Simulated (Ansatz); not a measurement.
## Be₂C (Fm-3m): phonons

Computed with PBEsol, PAW on Ansatz 0.2.0's default frozen-core files (fitted under PBE), scalar-relativistic; not a measurement.

Cell and atoms were relaxed beforehand by PAW with this functional.

Command line:

```sh
ansatz run input.yaml --threads 2 --pin off --max-ram 6144MiB --backend cpu --events-out ev --progress --plain --runs-dir out
```

Input:

```yaml
crystal:
  lattice:
    - [0.0, 2.15537070302, 2.15537070302]
    - [2.15537070302, 0.0, 2.15537070302]
    - [2.15537070302, 2.15537070302, 0.0]
  atoms:
    - { symbol: Be, position: [0.25, 0.25, 0.25] }
    - { symbol: Be, position: [0.75, 0.75, 0.75] }
    - { symbol: C, position: [0.0, 0.0, 0.0] }
kpoints:
  mp_grid: { grid: [8, 8, 8] }
scf:
  occupations: { method: fixed }
hamiltonian:
  xc: pbesol
  pseudopotentials: { kind: paw }
phonons:
  qmesh: [2, 2, 2]
  qpath:
    path:
      - [0.0, 0.0, 0.0]
      - [0.5, 0.0, 0.5]
      - [0.625, 0.25, 0.625]
      - [0.375, 0.375, 0.75]
      - [0.0, 0.0, 0.0]
      - [0.5, 0.5, 0.5]
      - [0.5, 0.25, 0.75]
      - [0.5, 0.0, 0.5]
    npoints: 6
  temperatures: { t_min: 0, t_max: 1000, t_step: 100 }
```

Output:

```
Warning: phonons: the dynamical matrix that this run interpolates holds no multipole term above the dipole-dipole one, and a site of this crystal is no centre of inversion, so its interpolated transverse optical and acoustic branches and sound speeds can stay off near Gamma, and the density of states and the thermodynamics with them. What a run solves at a wave vector of phonons.qpoints, Gamma apart, where the deck ...
Warning: RAYON_NUM_THREADS=2 ignored (pool sized by the plan → 2); use --threads N
Engine: ansatz 0.2.0, x86_64-unknown-linux-gnu
Pseudopotentials: kind: paw
Pseudopotential: Be, paw, valence charge 2, recommended cutoff 420 eV (normal), Be.paw.azcp
Pseudopotential: C, paw, valence charge 4, recommended cutoff 420 eV (normal), C.paw.azcp
Functional definition: PBEsol
  exchange = pbesol_x
  correlation = pbesol_c
Crystal: 6 atoms, lattice volume = 40.052 Å³
Basis set: ecut = 420 eV, 775 PW (Γ), FFT grids on a1, a2, −a1+a2+a3, exchange–correlation on 48×48×60 points (8 copies of the dense FFT grid, shifted against one another)
Bands: 14, of which v1, the nominal top of the filled ones, is band 8 counted from 1 (7 counted from 0)
Symmetry: 32 space group operations
[... 174 lines left out ...]
      ω (cm⁻¹)  modes    IR ((D/Å)²/amu)
        653.53      2            59.7473
        708.47      3             0.0000
        939.55      1            29.8736
--- Phonons (by wavevector): 3 wavevectors in 2 supercells ---
  supercell 1 (2 cells, vectors [1, 0, 0], [0, 1, -1], [0, 0, 2] in multiples of the cell's): 2 displaced members by 0.0025 Å; free energy -856.336778 eV; taken off its force constants: by the sum rule 2.2e-4, by the ...
  symmetry images taken by strict's conditions (phonons.symmetry_images: auto; settled by no image being taken that strict refuses)
  supercell 2 (2 cells, vectors [1, 0, 0], [0, 1, 0], [0, 0, 2] in multiples of the cell's): 3 displaced members by 0.0025 Å; free energy -856.336778 eV; taken off its force constants: by the sum rule 1.8e-4, by the ...
  symmetry images taken by strict's conditions (phonons.symmetry_images: auto; settled by no image being taken that strict refuses)
  q = [0.0000, 0.0000, 0.0000] (star 1, supercell 1; hermiticity 1.44e-49, symmetrization 3.65e-6): -0.00 0.00 0.00 653.53 653.53 653.53 708.47 708.47 708.47
  q = [0.0000, 0.0000, -0.5000] (star 4, supercell 2; hermiticity 7.16e-17, symmetrization 7.12e-16): 422.26 422.26 613.24 613.24 635.67 681.40 681.40 797.54 803.86
  q = [0.0000, -0.5000, -0.5000] (star 3, supercell 1; hermiticity 9.94e-17, symmetrization 3.73e-16): 411.11 411.11 428.27 610.23 610.23 740.34 740.34 778.65 964.25
  joined force constants: q→R imaginary residual 3.33e-17
  density of states and harmonic sums: on the 26×26×26 q-mesh, interpolated from the force constants of a 2×2×2 supercell (with the dipole–dipole term)
  largest difference from the sums on the solved wave vectors: F 2.81e-2 eV, S 6.13e-5 and C_V 3.15e-5 eV/K
```

The calculation finished and met its thresholds.

### Field response

Linear response of an insulating crystal by Kohn-Sham DFT to a field and to zone-centre displacements, local fields included; Born charges neutralised; LO modes for wave vectors along x and z; Cartesian axes as in the input.

* Dielectric electronic (x, y, z): 6.983, 6.983, 6.983
* Highest phonon with field along x: 939.6 cm⁻¹
* Highest phonon with field along z: 939.6 cm⁻¹
* Highest phonon without field: 708.5 cm⁻¹

| atom | born charge xx (e) | born charge yy (e) | born charge zz (e) |
| --- | --- | --- | --- |
| Be1 | 1.528 | 1.528 | 1.528 |
| Be2 | 1.528 | 1.528 | 1.528 |
| C3 | -3.055 | -3.055 | -3.055 |

Phonons on the q mesh:

Harmonic phonons of a crystal by Kohn-Sham DFT at the given cell, standard atomic masses, acoustic sum rule imposed; negative wavenumbers are unstable modes; one row a degenerate set, branches counted upwards.

| Item | Value |
| --- | --- |
| Unstable phonons | no |

```csv
point,q a (r.l.u.),q b (r.l.u.),q c (r.l.u.),branch,phonon wavenumber (cm⁻¹),degeneracy
Gamma,0,0,0,4,653.5,3
Gamma,0,0,0,7,708.5,3
L,0.5,0,0,1,422.3,2
L,0.5,0,0,3,613.2,2
L,0.5,0,0,5,635.7,1
L,0.5,0,0,6,681.4,2
L,0.5,0,0,8,797.5,1
L,0.5,0,0,9,803.9,1
X,0.5,0.5,0,1,411.1,2
X,0.5,0.5,0,3,428.3,1
X,0.5,0.5,0,4,610.2,2
X,0.5,0.5,0,6,740.3,2
X,0.5,0.5,0,8,778.6,1
X,0.5,0.5,0,9,964.2,1
```

Zone-centre phonons:

Optical zone-centre levels upwards with Mulliken labels, activity, and the element with most of the kinetic energy.

| Item | Value |
| --- | --- |
| Point group | m-3m |

| number | phonon wavenumber (cm⁻¹) | label | infrared | raman | lead element |
| --- | --- | --- | --- | --- | --- |
| 1 | 653.5 | T1u | yes | no | C |
| 2 | 708.5 | T2g | no | yes | Be |

Caveats: frozen-core PAW files fitted under PBE, their cores solved anew for the functional of the run; no LO-TO term at the zone centre.

Time and hardware: 21 s on 2 threads of Intel(R) Xeon(R) Platinum 8259CL CPU @ 2.50GHz (Skylake/Cascade Lake), on a shared host, peak memory 0.56 GiB.
